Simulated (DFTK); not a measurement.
# Pt (Fm-3m) in DFTK: further runs

The runs below take Pt through band structure, equation of state, with LDA, PBEsol, r2SCAN, BJ06.

Everything below comes from runs of DFTK 0.8.2. Logs are shortened: lines on timing, memory, paths and dates and some standing lists are left out, and cuts for length are marked.

### Step 1. The crystal as given

The structure is cubic, space group Fm-3m (No. 225). The conventional cell has a = 3.922 Å, b = 3.922 Å, c = 3.922 Å, α = 90.00°, β = 90.00°, γ = 90.00°. Pt (site symmetry m-3m) has 12 Pt at 2.77 Å as nearest neighbours.

### Step 2. Band structure, LDA

Input file run.jl:

```julia
using DFTK
using PseudoPotentialData
using Unitful, UnitfulAtomic
using LinearAlgebra, Printf
include("save.jl")
disable_threading()

# lattice vectors are the columns
lattice = austrip(1u"Å") * [           0.0         1.9609         1.9609;
                   1.9609            0.0         1.9609;
                   1.9609         1.9609            0.0]
symbols   = [:Pt]
positions = [[0.0, 0.0, 0.0]]
pseudopotentials = Dict(:Pt => "Pt.upf")
elements = Dict(s => ElementPsp(s, pseudopotentials; rcut=10.0) for s in unique(symbols))
atoms    = [elements[s] for s in symbols]

build_model(lattice, positions; symmetries=true) =
    model_DFT(lattice, atoms, positions;
              functionals=LDA(),
              temperature=austrip(0.05u"eV"),
              smearing=Smearing.FermiDirac(),
              symmetries)
Ecut  = 45.0  # hartree
kgrid = [12, 12, 12]
tol   = 1e-6
to_GPa = ustrip(uconvert(u"GPa", 1u"hartree/bohr^3"))

model = build_model(lattice, positions)
basis = PlaneWaveBasis(model; Ecut, kgrid)
display(basis)
scfres = self_consistent_field(basis;
                               tol,
                               nbandsalg=AdaptiveBands(model; n_bands_converge=14))
display(scfres.energies)
@printf "Fermi level: %.6f eV\n" ustrip(auconvert(u"eV", something(scfres.εF, NaN)))
forces = compute_forces_cart(scfres)
println("Forces (eV/Å)")
for (s, f) in zip(symbols, forces)
    @printf "%-3s %12.6f %12.6f %12.6f\n" s ustrip.(auconvert.(u"eV/Å", f))...
end
stress = compute_stresses_cart(scfres)
println("Stress (GPa)")
display(round.(stress * to_GPa; digits=4))
println("Levels at the first k-point (eV): ", round.(ustrip.(auconvert.(u"eV", scfres.eigenvalues[1][1:scfres.n_bands_converge])); digits=4))
save_scf!(scfres; forces, stress)

points = Dict("G" => [0.0, 0.0, 0.0], "K" => [0.375, 0.375, 0.75], "L" => [0.5, 0.5, 0.5], "U" => [0.625, 0.25, 0.625], "W" => [0.5, 0.25, 0.75], "X" => [0.5, 0.0, 0.5])
segments = [("G", "X", 7), ("X", "W", 4), ("W", "K", 3), ("K", "G", 7), ("G", "L", 6), ("L", "U", 4), ("U", "W", 3), ("W", "L", 5), ("L", "K", 4), ("U", "X", 3)]
kcoords = vcat([[points[a] + t * (points[b] - points[a]) for t in range(0, 1, n)] for (a, b, n) in segments]...)
bands = compute_bands(scfres, ExplicitKpoints(kcoords); n_bands=16, tol=1e-5)
for (k, ε) in zip(bands.basis.kpoints, bands.eigenvalues)
    @printf "%d %8.4f %8.4f %8.4f " k.spin k.coordinate...
    println(join([@sprintf("%9.4f", e) for e in ustrip.(auconvert.(u"eV", ε .- scfres.εF))]))
end
results["band_energies"] = rows(bands.eigenvalues); results["band_kpoints"] = rows(kcoords)
```

Potentials or basis: SG15 1.2 (PBE).

Started as:

```bash
$ julia --threads=1 run.jl  # save.jl only writes the numbers to a file and isn't shown; printed stress counts tension as positive; times include loading and compiling
```

Log:

```text
PlaneWaveBasis discretization:

    Ecut                 : 45.0 Ha
    fft_size             : (36, 36, 36), 46656 total points
    kgrid                : MonkhorstPack([12, 12, 12])
    num.   red. kpoints  : 1728
    num. irred. kpoints  : 72

    Discretized Model(lda_x+lda_c_pw, 3D):
        lattice (in Bohr)    : [0         , 3.70556   , 3.70556   ]
                               [3.70556   , 0         , 3.70556   ]
                               [3.70556   , 3.70556   , 0         ]
        unit cell volume     : 101.76 Bohr³

        atoms                : Pt
        atom potentials      : ElementPsp(:Pt, "Pt.upf")

        num. electrons       : 18
        spin polarization    : none
        temperature          : 0.0018375 Ha
        smearing             : DFTK.Smearing.FermiDirac()

        terms                : Kinetic()
                               AtomicLocal()
                               AtomicNonlocal()
                               Ewald(nothing)
                               PspCorrection()
                               Hartree()
                               Xc(lda_x, lda_c_pw)
                               Entropy()
n     Energy            log10(ΔE)   log10(Δρ)   Diag   Δtime
---   ---------------   ---------   ---------   ----   ------
  1   -121.2100886732                   -1.17    5.1    5.59s
  2   -121.2134164447       -2.48       -1.58    1.0    1.93s
  3   -121.2139629205       -3.26       -2.22    2.1    2.93s
  4   -121.2139697270       -5.17       -2.93    2.0    2.73s
  5   -121.2139705119       -6.11       -3.70    2.6    3.10s
  6   -121.2139705374       -7.59       -4.55    2.6    3.06s
  7   -121.2139705379       -9.30       -5.05    3.3    2.99s
  8   -121.2139705379      -10.38       -5.59    2.0    2.68s
  9   -121.2139705379      -11.26       -6.82    2.1    2.81s
Energy breakdown (in Ha):
    Kinetic             36.9371336
    AtomicLocal         -81.2288373
    AtomicNonlocal      10.9005300
    Ewald               -100.2205959
    PspCorrection       4.2058016
    Hartree             19.6966505
    Xc                  -11.5040746
    Entropy             -0.0005784

    total               -121.213970537932
Fermi level: 16.864771 eV
Forces (eV/Å)
Pt      0.000000     0.000000    -0.000000
Stress (GPa)
3×3 StaticArraysCore.SMatrix{3, 3, Float64, 9} with indices SOneTo(3)×SOneTo(3):
  4.0113  -0.0     0.0
 -0.0      4.0113  0.0
  0.0      0.0     4.0113
Levels at the first k-point (eV): [-81.8872, -35.6603, -35.6603, -35.6603, 6.3862, 12.9912, 12.9912, 12.9912, 15.2027, 15.2027, 31.3196, 36.2176, 36.2176, 36.2176]
1   0.0000   0.0000   0.0000  -98.7520 -52.5250 -52.5250 -52.5250 -10.4786  -3.8735  -3.8735  -3.8735  -1.6621  -1.6621  14.4548  19.3529  19.3529  19.3529  24.7972  31.7845
1   0.0833   0.0000   0.0833  -98.7490 -52.5569 -52.5372 -52.5372 -10.1050  -4.1192  -3.6786  -3.6786  -1.9370  -1.5621  15.0420  18.4879  19.4117  19.4117  26.8848  28.9339
1   0.1667   0.0000   0.1667  -98.7410 -52.6429 -52.5705 -52.5705  -9.0580  -4.7371  -3.1054  -3.1054  -2.6022  -1.2812  16.6349  17.6034  18.9699  18.9699  25.7907  26.5260
1   0.2500   0.0000   0.2500  -98.7300 -52.7578 -52.6158 -52.6158  -7.6878  -5.4824  -3.0990  -2.1977  -2.1977  -0.8776  16.9492  16.9492  17.3926  18.8210  20.6957  26.8097
1   0.3333   0.0000   0.3333  -98.7189 -52.8696 -52.6609 -52.6609  -6.9627  -6.1427  -2.2748  -1.0687  -1.0687  -0.4479  14.2432  14.2432  14.9809  18.8045  21.0562  29.1292
1   0.4167   0.0000   0.4167  -98.7109 -52.9498 -52.6938 -52.6938  -7.0815  -6.5844  -0.1142  -0.0150   0.0062   0.0062  10.8330  12.0387  12.0387  19.5790  22.7268  28.6534
[... 38 lines left out ...]
1   0.5625   0.1250   0.5625  -98.7080 -52.9584 -52.7363 -52.6960  -6.9327  -6.4509  -1.2528  -0.4298   0.3138   3.7151   7.6159  10.7560  12.0932  20.8112  23.5469  27.7398
1   0.5000   0.0000   0.5000  -98.7079 -52.9787 -52.7058 -52.7058  -7.2085  -6.7385   0.0125   0.4915   0.4915   1.5687   8.6586  11.1564  11.1564  20.0206  23.3412  28.1110
```

It took 85 s on 1 thread of AMD EPYC 9R45 (Zen 5), shared host; peak memory 1.7 GiB.

What came out:

* Free energy: -3298.4002 eV
* Pressure: -4.0 GPa
* Band gap on the k mesh: none (metal or under the smearing width)

Levels at the corners of the path, in eV from the Fermi level:
```
point  band 5  band 6  band 7  band 8  band 9  band 10  band 11  band 12  band 13  band 14
    Γ  -10.48   -3.87   -3.87   -3.87   -1.66    -1.66    14.45    19.35    19.35    19.35
    X   -7.21   -6.74    0.01    0.49    0.49     1.57     8.66    11.16    11.16    20.02
    W   -5.77   -4.66   -4.66   -2.07    0.50     6.85     8.13     8.13    12.00    24.29
    K   -6.39   -5.58   -2.96   -1.35   -0.19     5.48     6.62    10.00    14.47    19.90
    Γ  -10.48   -3.87   -3.87   -3.87   -1.66    -1.66    14.45    19.35    19.35    19.35
    L   -7.50   -3.93   -3.93   -0.67    0.04     0.04     5.69    14.03    18.69    18.69
    U   -6.39   -5.58   -2.96   -1.35   -0.19     5.48     6.62    10.00    14.47    19.90
    W   -5.77   -4.66   -4.66   -2.07    0.50     6.85     8.13     8.13    12.00    24.29
    L   -7.50   -3.93   -3.93   -0.67    0.04     0.04     5.69    14.03    18.69    18.69
    K   -6.39   -5.58   -2.96   -1.35   -0.19     5.48     6.62    10.00    14.47    19.90
    U   -6.39   -5.58   -2.96   -1.35   -0.19     5.48     6.62    10.00    14.47    19.90
    X   -7.21   -6.74    0.01    0.49    0.49     1.57     8.66    11.16    11.16    20.02
```

Caveat: the potentials were made for another functional, which shifts forces and pressure; spin-orbit coupling is left out, which moves the levels of the heavy elements.

### Step 3. Band structure, PBEsol

Changes to run.jl since step 2:

```diff
@@ -19,3 +19,3 @@
     model_DFT(lattice, atoms, positions;
-              functionals=LDA(),
+              functionals=PBEsol(),
               temperature=austrip(0.05u"eV"),
```

Potentials or basis: SG15 1.2 (PBE).

Started as:

```bash
$ julia --threads=1 run.jl  # save.jl only writes the numbers to a file and isn't shown; printed stress counts tension as positive; times include loading and compiling
```

Log:

```text
PlaneWaveBasis discretization:

    Ecut                 : 45.0 Ha
    fft_size             : (36, 36, 36), 46656 total points
    kgrid                : MonkhorstPack([12, 12, 12])
    num.   red. kpoints  : 1728
    num. irred. kpoints  : 72

    Discretized Model(gga_x_pbe_sol+gga_c_pbe_sol, 3D):
        lattice (in Bohr)    : [0         , 3.70556   , 3.70556   ]
                               [3.70556   , 0         , 3.70556   ]
                               [3.70556   , 3.70556   , 0         ]
        unit cell volume     : 101.76 Bohr³

        atoms                : Pt
        atom potentials      : ElementPsp(:Pt, "Pt.upf")

        num. electrons       : 18
        spin polarization    : none
        temperature          : 0.0018375 Ha
        smearing             : DFTK.Smearing.FermiDirac()

        terms                : Kinetic()
                               AtomicLocal()
                               AtomicNonlocal()
                               Ewald(nothing)
                               PspCorrection()
                               Hartree()
                               Xc(gga_x_pbe_sol, gga_c_pbe_sol)
                               Entropy()
n     Energy            log10(ΔE)   log10(Δρ)   Diag   Δtime
---   ---------------   ---------   ---------   ----   ------
  1   -121.2205268771                   -1.22    5.1    5.56s
  2   -121.2227643962       -2.65       -1.63    1.0    1.95s
  3   -121.2231367317       -3.43       -2.29    2.0    2.81s
  4   -121.2231425590       -5.23       -3.06    2.2    2.91s
  5   -121.2231428547       -6.53       -3.72    2.8    3.21s
  6   -121.2231428835       -7.54       -4.38    2.4    2.99s
  7   -121.2231428844       -9.06       -4.86    2.7    2.86s
  8   -121.2231428845       -9.83       -5.50    2.1    2.84s
  9   -121.2231428845      -11.07       -6.67    2.5    3.07s
Energy breakdown (in Ha):
    Kinetic             37.0003249
    AtomicLocal         -81.3359636
    AtomicNonlocal      10.8964929
    Ewald               -100.2205959
    PspCorrection       4.2058016
    Hartree             19.7538442
    Xc                  -11.5224677
    Entropy             -0.0005792

    total               -121.223142884535
Fermi level: 16.954927 eV
Forces (eV/Å)
Pt      0.000000     0.000000     0.000000
Stress (GPa)
3×3 StaticArraysCore.SMatrix{3, 3, Float64, 9} with indices SOneTo(3)×SOneTo(3):
 -0.6565   0.0      0.0
  0.0     -0.6565  -0.0
  0.0     -0.0     -0.6565
Levels at the first k-point (eV): [-81.801, -35.6021, -35.6021, -35.6021, 6.5283, 13.1024, 13.1024, 13.1024, 15.2985, 15.2985, 31.4051, 36.3463, 36.3463, 36.3463]
1   0.0000   0.0000   0.0000  -98.7559 -52.5571 -52.5571 -52.5571 -10.4267  -3.8525  -3.8525  -3.8525  -1.6565  -1.6565  14.4502  19.3914  19.3914  19.3914  24.7199  31.7407
1   0.0833   0.0000   0.0833  -98.7530 -52.5888 -52.5692 -52.5692 -10.0536  -4.0981  -3.6584  -3.6584  -1.9300  -1.5570  15.0345  18.4973  19.4497  19.4497  26.8351  28.9575
1   0.1667   0.0000   0.1667  -98.7449 -52.6742 -52.6023 -52.6023  -9.0087  -4.7155  -3.0874  -3.0874  -2.5915  -1.2779  16.6184  17.5830  19.0067  19.0067  25.9019  26.5644
1   0.2500   0.0000   0.2500  -98.7340 -52.7884 -52.6473 -52.6473  -7.6453  -5.4604  -3.0806  -2.1837  -2.1837  -0.8771  16.9885  16.9885  17.3412  18.7879  20.8093  26.8540
1   0.3333   0.0000   0.3333  -98.7230 -52.8996 -52.6921 -52.6921  -6.9346  -6.1204  -2.2431  -1.0607  -1.0607  -0.4505  14.2888  14.2888  15.0179  18.8092  20.9986  29.1769
1   0.4167   0.0000   0.4167  -98.7149 -52.9792 -52.7247 -52.7247  -7.0605  -6.5618  -0.1193   0.0068   0.0068   0.0183  10.9011  12.0920  12.0920  19.5388  22.6443  28.7394
[... 38 lines left out ...]
1   0.5625   0.1250   0.5625  -98.7121 -52.9878 -52.7670 -52.7269  -6.9134  -6.4298  -1.2428  -0.4324   0.3115   3.7275   7.7095  10.7739  12.1477  20.7713  23.4871  27.8170
1   0.5000   0.0000   0.5000  -98.7120 -53.0080 -52.7367 -52.7367  -7.1888  -6.7159   0.0063   0.4878   0.4878   1.5946   8.7386  11.2140  11.2140  19.9678  23.2480  28.1991
```

Run time: 87 s. Hardware: 1 thread of AMD EPYC 9R45 (Zen 5), shared host; peak memory 1.8 GiB.

Results:

```yaml
Free_energy: -3298.6498 eV
Pressure: 0.7 GPa
Band_gap_on_the_k_mesh: none (metal or under the smearing width)
```

Levels at the corners of the path, in eV from the Fermi level:
| point | band 6 | band 7 | band 8 | band 9 | band 10 | band 11 | band 12 | band 13 |
| --- | --- | --- | --- | --- | --- | --- | --- | --- |
| Γ | -3.85 | -3.85 | -3.85 | -1.66 | -1.66 | 14.45 | 19.39 | 19.39 |
| X | -6.72 | 0.01 | 0.49 | 0.49 | 1.59 | 8.74 | 11.21 | 11.21 |
| W | -4.64 | -4.64 | -2.06 | 0.49 | 6.95 | 8.15 | 8.15 | 11.96 |
| K | -5.57 | -2.95 | -1.35 | -0.19 | 5.56 | 6.62 | 10.01 | 14.52 |
| Γ | -3.85 | -3.85 | -3.85 | -1.66 | -1.66 | 14.45 | 19.39 | 19.39 |
| L | -3.91 | -3.91 | -0.66 | 0.03 | 0.03 | 5.74 | 14.02 | 18.77 |
| U | -5.57 | -2.95 | -1.35 | -0.19 | 5.56 | 6.62 | 10.01 | 14.52 |
| W | -4.64 | -4.64 | -2.06 | 0.49 | 6.95 | 8.15 | 8.15 | 11.96 |
| L | -3.91 | -3.91 | -0.66 | 0.03 | 0.03 | 5.74 | 14.02 | 18.77 |
| K | -5.57 | -2.95 | -1.35 | -0.19 | 5.56 | 6.62 | 10.01 | 14.52 |
| U | -5.57 | -2.95 | -1.35 | -0.19 | 5.56 | 6.62 | 10.01 | 14.52 |
| X | -6.72 | 0.01 | 0.49 | 0.49 | 1.59 | 8.74 | 11.21 | 11.21 |

Caveat: the potentials were made for another functional, which shifts forces and pressure; spin-orbit coupling is left out, which moves the levels of the heavy elements.

### Step 4. Band structure, r2SCAN

Changes to run.jl since step 3:

```diff
@@ -19,3 +19,3 @@
     model_DFT(lattice, atoms, positions;
-              functionals=PBEsol(),
+              functionals=r2SCAN(),
               temperature=austrip(0.05u"eV"),
```

Started as:

```bash
$ julia --threads=1 run.jl  # save.jl only writes the numbers to a file and isn't shown; printed stress counts tension as positive; times include loading and compiling
```

Run time: 3.2 min. Hardware: 1 thread of AMD EPYC 9R45 (Zen 5), shared host; peak memory 1.8 GiB.

Results (log left out):

```yaml
Free_energy: -3300.8298 eV
Pressure: 4.4 GPa
Band_gap_on_the_k_mesh: none (metal or under the smearing width)
```

Levels at the corners of the path, in eV from the Fermi level:
```csv
point,band 5,band 6,band 7,band 8,band 9,band 10,band 11,band 12,band 13,band 14
Γ,-10.72,-3.97,-3.97,-3.97,-1.78,-1.78,15.25,20.40,20.40,20.40
X,-7.38,-6.93,-0.06,0.52,0.52,1.79,9.11,11.85,11.85,21.14
W,-5.90,-4.77,-4.77,-2.16,0.52,7.27,8.60,8.60,12.65,25.43
K,-6.56,-5.71,-3.00,-1.44,-0.18,5.88,6.98,10.54,15.26,20.90
Γ,-10.72,-3.97,-3.97,-3.97,-1.78,-1.78,15.25,20.40,20.40,20.40
L,-7.70,-4.06,-4.06,-0.44,0.02,0.02,5.99,14.92,19.70,19.70
U,-6.56,-5.71,-3.00,-1.44,-0.18,5.88,6.98,10.54,15.26,20.90
W,-5.90,-4.77,-4.77,-2.16,0.52,7.27,8.60,8.60,12.65,25.43
L,-7.70,-4.06,-4.06,-0.44,0.02,0.02,5.99,14.92,19.70,19.70
K,-6.56,-5.71,-3.00,-1.44,-0.18,5.88,6.98,10.54,15.26,20.90
U,-6.56,-5.71,-3.00,-1.44,-0.18,5.88,6.98,10.54,15.26,20.90
X,-7.38,-6.93,-0.06,0.52,0.52,1.79,9.11,11.85,11.85,21.14
```

Caveat: the potentials were made for another functional, which shifts forces and pressure; spin-orbit coupling is left out, which moves the levels of the heavy elements.

### Step 5. Band structure, BJ06

Changes to run.jl since step 4:

```diff
@@ -19,3 +19,3 @@
     model_DFT(lattice, atoms, positions;
-              functionals=r2SCAN(),
+              functionals=[:mgga_x_tb09, :lda_c_pw],
               temperature=austrip(0.05u"eV"),
@@ -36,12 +36,4 @@
 @printf "Fermi level: %.6f eV\n" ustrip(auconvert(u"eV", something(scfres.εF, NaN)))
-forces = compute_forces_cart(scfres)
-println("Forces (eV/Å)")
-for (s, f) in zip(symbols, forces)
-    @printf "%-3s %12.6f %12.6f %12.6f\n" s ustrip.(auconvert.(u"eV/Å", f))...
-end
-stress = compute_stresses_cart(scfres)
-println("Stress (GPa)")
-display(round.(stress * to_GPa; digits=4))
 println("Levels at the first k-point (eV): ", round.(ustrip.(auconvert.(u"eV", scfres.eigenvalues[1][1:scfres.n_bands_converge])); digits=4))
-save_scf!(scfres; forces, stress)
+save_scf!(scfres)
```

Started as:

```bash
$ julia --threads=1 run.jl  # save.jl only writes the numbers to a file and isn't shown; printed stress counts tension as positive; times include loading and compiling
```

It took 90 s on 1 thread of AMD EPYC 9R45 (Zen 5), shared host; peak memory 1.7 GiB.

The run converged. Its results:

```
Band gap on the k mesh : none (metal or under the smearing width)
```

Levels at the corners of the path, in eV from the Fermi level:
```
point  band 5  band 6  band 7  band 8  band 9  band 10  band 11  band 12  band 13  band 14
    Γ  -10.07   -3.78   -3.78   -3.78   -1.73    -1.73    14.80    19.67    19.67    19.67
    X   -7.08   -6.58   -0.10    0.50    0.50     1.94     8.91    11.52    11.52    20.28
    W   -5.68   -4.51   -4.51   -2.07    0.51     7.18     8.40     8.40    12.14    24.57
    K   -6.26   -5.44   -2.80   -1.40   -0.16     5.84     6.84    10.18    14.78    20.15
    Γ  -10.07   -3.78   -3.78   -3.78   -1.73    -1.73    14.80    19.67    19.67    19.67
    L   -7.26   -3.89   -3.89   -0.31    0.00     0.00     5.90    14.37    19.05    19.05
    U   -6.26   -5.44   -2.80   -1.40   -0.16     5.84     6.84    10.18    14.78    20.15
    W   -5.68   -4.51   -4.51   -2.07    0.51     7.18     8.40     8.40    12.14    24.57
    L   -7.26   -3.89   -3.89   -0.31    0.00     0.00     5.90    14.37    19.05    19.05
    K   -6.26   -5.44   -2.80   -1.40   -0.16     5.84     6.84    10.18    14.78    20.15
    U   -6.26   -5.44   -2.80   -1.40   -0.16     5.84     6.84    10.18    14.78    20.15
    X   -7.08   -6.58   -0.10    0.50    0.50     1.94     8.91    11.52    11.52    20.28
```

Caveat: the program leaves the constant c of mgga_x_tb09 at 1, so the potential is Becke-Johnson's (BJ06) and not Tran and Blaha's, with levels but no total energy; the potentials were made for another functional, which shifts forces and pressure; spin-orbit coupling is left out, which moves the levels of the heavy elements.

(Part 1 of 2 ends here.)
